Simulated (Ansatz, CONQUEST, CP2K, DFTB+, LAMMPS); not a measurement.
# Running InP with crystalline order left by the classical run (72 atoms) with CP2K, part 2 of 2

Wanted: CP2K inputs and outputs for InP with crystalline order left by the classical run (72 atoms), checked against a plane-wave reference.

Program: CP2K 2026.2; the method stands at each step. Banners, paths, timers and routine set-up lines are dropped from the logs unmarked, and long logs keep their key lines alone; longer cuts are marked.

So far. Step 2 (PBE, DZVP-MOLOPT-SR, 800/60 Ry, diagonalisation): Forces lie 13 % from the reference's, at 9.8 times its CPU time (on 2 against 4 cores). Step 3 (BLYP, DZVP-MOLOPT-SR, 800/60 Ry, diagonalisation): Against the first run (13 %), the force difference from the reference is 40 %, at 0.93 times the CPU time; the model has changed, so this is no error of the program alone.

## (4) PBE, SZV-MOLOPT-SR, 800/60 Ry, diagonalisation

Method: Kohn-Sham DFT, PBE, GTH-PBE pseudopotentials, Gaussian and plane waves, SZV-MOLOPT-SR-GTH, diagonalisation.

input.inp reads:

```
&GLOBAL
  PROJECT cell
  RUN_TYPE ENERGY_FORCE
  PRINT_LEVEL LOW
&END GLOBAL
&FORCE_EVAL
  METHOD QS
  STRESS_TENSOR ANALYTICAL
  &DFT
    BASIS_SET_FILE_NAME BASIS_MOLOPT
    POTENTIAL_FILE_NAME GTH_POTENTIALS
    &MGRID
      CUTOFF 800
      REL_CUTOFF 60
      NGRIDS 5
    &END MGRID
    &QS
      EPS_DEFAULT 1.0E-12
    &END QS
    &SCF
      SCF_GUESS ATOMIC
      EPS_SCF 1.0E-06
      MAX_SCF 200
      ADDED_MOS 36
      &DIAGONALIZATION
        ALGORITHM STANDARD
      &END DIAGONALIZATION
      &SMEAR ON
        METHOD FERMI_DIRAC
        ELECTRONIC_TEMPERATURE [K] 580
      &END SMEAR
      &MIXING
        METHOD BROYDEN_MIXING
        ALPHA 0.15
        NBROYDEN 8
      &END MIXING
      &PRINT
        &RESTART OFF
        &END RESTART
      &END PRINT
    &END SCF
    &XC
      &XC_FUNCTIONAL PBE
      &END XC_FUNCTIONAL
    &END XC
    &PRINT
      &MULLIKEN ON
      &END MULLIKEN
      &HIRSHFELD ON
        SHAPE_FUNCTION DENSITY
      &END HIRSHFELD
      &MO ON
        EIGENVALUES T
        OCCUPATION_NUMBERS T
        MO_INDEX_RANGE 313 336
        &EACH
          QS_SCF 0
        &END EACH
        ADD_LAST NUMERIC
      &END MO
    &END PRINT
  &END DFT
  &SUBSYS
    &CELL
      A 12.49090 0.00000 0.00000
      B 0.00000 12.49090 0.00000
      C 0.00000 0.00000 12.49090
    &END CELL
    &COORD
[... 72 atom lines left out: the same atoms as in the first run ...]
    &END COORD
    &KIND In
      BASIS_SET SZV-MOLOPT-SR-GTH-q13
      POTENTIAL GTH-PBE-q13
    &END KIND
    &KIND P
      BASIS_SET SZV-MOLOPT-SR-GTH-q5
      POTENTIAL GTH-PBE-q5
    &END KIND
  &END SUBSYS
  &PRINT
    &FORCES ON
    &END FORCES
    &STRESS_TENSOR ON
    &END STRESS_TENSOR
  &END PRINT
&END FORCE_EVAL
```

Run with:

```console
> OMP_NUM_THREADS=1 cp2k.psmp -i input.inp > output.txt
```

Numbers of over 12 decimals in the logs are rounded to 6 here.

The program printed:

```text
CP2K| version string:                                       CP2K version 2026.2
 CP2K| Input file name                                                 input.inp
 GLOBAL| Basis set file name                                        BASIS_MOLOPT
 GLOBAL| Potential file name                                      GTH_POTENTIALS
 GLOBAL| Run type                                                   ENERGY_FORCE
 GLOBAL| Total number of message passing processes                             1
 GLOBAL| Number of threads for this process                                    1
[... lines left out ...]
                        Smear method:                                FERMI_DIRAC
[... lines left out ...]
 Number of electrons:                                                        648
[... lines left out ...]
  Step     Update method      Time    Convergence         Total energy    Change
[... lines left out ...]
  *** SCF run converged in    20 steps ***
[... lines left out ...]
  Fermi energy:                                                 0.174354
  Total energy:                                             -2262.599768
  Total energy (extrapolated to T->0):                      -2262.596056
[... lines left out ...]
 MO| E(Fermi):            0.174354 a.u.          4.744413 eV
[... lines left out ...]
     72       P      2       5.000          5.237                        -0.237
  Total Charge                                                            0.000
 !-----------------------------------------------------------------------------!
 ENERGY| Total FORCE_EVAL ( QS ) energy [hartree]          -2262.599773
 FORCES| Atomic forces [hartree/bohr]
 FORCES|   Atom     x               y               z               |f|
 FORCES|      1  1.83180983E-03  7.94492507E-03  1.19934360E-03   8.24110349E-03
 FORCES|      2 -4.35325616E-03  2.99939964E-03  1.35903734E-03   5.45840818E-03
 FORCES|      3 -7.19742612E-03  2.97639603E-03 -3.39646245E-03   8.49693082E-03
[...]
FORCES|     71 -5.33062351E-03  6.19193890E-05 -7.57409127E-03   9.26208614E-03
 FORCES|     72  9.53891096E-05 -2.97052161E-03  2.22098569E-03   3.71023923E-03
 FORCES| Sum    -2.57636119E-05  1.84524249E-05  2.24556328E-05
 FORCES| Total atomic force                                       3.88395562E-05
 STRESS| Analytical stress tensor [bar]
 STRESS|                        x                   y                   z
 STRESS|      x       -1.11789667971E+04   1.04862073762E+03  -4.56399420138E+02
 STRESS|      y        1.04862073762E+03   1.74902333394E+04  -5.44067699123E+03
 STRESS|      z       -4.56399420138E+02  -5.44067699123E+03   2.83831964359E+04
 STRESS| 1/3 Trace                                             1.15648209928E+04
```

Elapsed: 5.9 min, on 1 thread of Intel Xeon Platinum 8559C (Emerald Rapids), shared host; peak memory 6.5 GiB.

Against the reference:

```
r.m.s. force component                  : 0.2334 eV/Å
r.m.s. difference of force components   : 168.1 meV/Å
longest difference of force vectors     : 642.1 meV/Å
force difference over r.m.s. force      : 104 %
slope of forces against the reference's : 1.003
correlation of force components         : 0.694
pressure                                : 1.157 GPa
pressure difference                     : 3.643 GPa
```

This is a coarse setting, run to see what it loses.

Against the first run (13 %), the force difference from the reference is 104 %, at 0.53 times the CPU time (on 1 against 2 cores), with 468 basis functions against 1368: the smaller basis costs accuracy.

## (5) The ladder

Differences are against the plane-wave reference, forces as r.m.s. over components; share is that over the reference's r.m.s. force, slope the least-squares factor from reference forces to these. Total energies of different programs have different zeros and aren't compared.

| run | Δ force, r.m.s. (meV/Å) | share (%) | slope | Δ pressure (GPa) | cores | CPU time | memory (GiB) |
| --- | --- | --- | --- | --- | --- | --- | --- |
| reference | - | - | - | - | 4 | 68 s | 2.5 |
| CP2K PBE, DZVP-MOLOPT-SR, 800/60 Ry, diagonalisation | 20.7 | 12.8 | 0.980 | 0.36 | 2 | 11 min | 6.9 |
| CP2K BLYP, DZVP-MOLOPT-SR, 800/60 Ry, diagonalisation | 65.3 | 40.4 | 0.954 | 3.62 | 2 | 10 min | 7.1 |
| CP2K PBE, SZV-MOLOPT-SR, 800/60 Ry, diagonalisation (coarse) | 168 | 104 | 1.003 | 3.64 | 1 | 5.9 min | 6.5 |

Rows marked coarse were listed beforehand as settings not expected to be converged; some can still land near the reference.

CPU time is summed over cores on a shared host, where runs went side by side, so it is rough. Symmetry, cutoffs, thresholds, outputs and thread counts weren't matched or tuned between programs; memory under MPI is the largest rank's times the ranks.

Mean charges by element (e), by run and scheme:

| run | scheme | In | P |
| --- | --- | --- | --- |
| reference | Löwdin | +0.31 | -0.26 |
| CP2K PBE, DZVP-MOLOPT-SR, 800/60 Ry, diagonalisation | Mulliken | +0.26 | -0.26 |
| CP2K PBE, DZVP-MOLOPT-SR, 800/60 Ry, diagonalisation | Hirshfeld | +0.23 | -0.23 |
| CP2K BLYP, DZVP-MOLOPT-SR, 800/60 Ry, diagonalisation | Mulliken | +0.34 | -0.34 |
| CP2K BLYP, DZVP-MOLOPT-SR, 800/60 Ry, diagonalisation | Hirshfeld | +0.24 | -0.24 |

The reference's Löwdin charges lack the electrons that the projection spills, 0.022 e an atom on average.

Further runs of this program without a result: CP2K GFN1-xTB, diagonalisation (not converged).

## (6) Summary of results

| Property | Result |
| --- | --- |
| nearest in forces | CP2K PBE, DZVP-MOLOPT-SR, 800/60 Ry, diagonalisation, 13 % |
| its CPU time | 11 min |

**Reading.** The PBE run in local orbitals, coarse settings apart, differs by 13 % (CP2K PBE, DZVP-MOLOPT-SR, 800/60 Ry, diagonalisation); basis, grid and potentials can all enter. Rows with another functional or a dispersion term differ by 40 % (CP2K BLYP, DZVP-MOLOPT-SR, 800/60 Ry, diagonalisation), which mixes the change of model with differences of basis and potentials. Runs with settings chosen to be coarse differ by 104 % (CP2K PBE, SZV-MOLOPT-SR, 800/60 Ry, diagonalisation), their programs' other errors included. None of the electronic-structure runs in the table takes under half the reference's CPU time of 68 s; they take 5.2 to 9.8 times as much. In pressure, CP2K PBE, SZV-MOLOPT-SR, 800/60 Ry, diagonalisation misses by +3.6 GPa, at the same functional. Charges hang on scheme and program or settings: among these rows the mean for In runs from +0.23 to +0.34 e. The quench rate of 20 K/ps is many orders above laboratory rates, so the cell is likely richer in defects and strain than a real sample. The network of bonds at the start is that of the classical potential that made the cell, and needn't be the one that DFT or experiment would give. The reference's stress is far from hydrostatic: its diagonal is -4.4, -1.8, -1.2 GPa, compression counted positive. The reference's pressure of -2.5 GPa belongs to a cell and atoms that aren't relaxed at this level. The electronic-structure runs sample only Γ, in a cell whose shortest periodic width is 12 Å, which is coarse for a cell with partly filled levels.

[Also dropped from logs without a mark: logging warnings of Python, and SIESTA's first energy breakdown and zero terms.]

[Logs are printed without paths, hosts, clocks, repeated set-up lines and the standing remarks that a program may print on its own settings, such as how far it seeks lower states.]

[Hosts, paths, dates, database ids (printed as entryN), source tags and the programs' standing remarks are cut or masked in the printed files.]
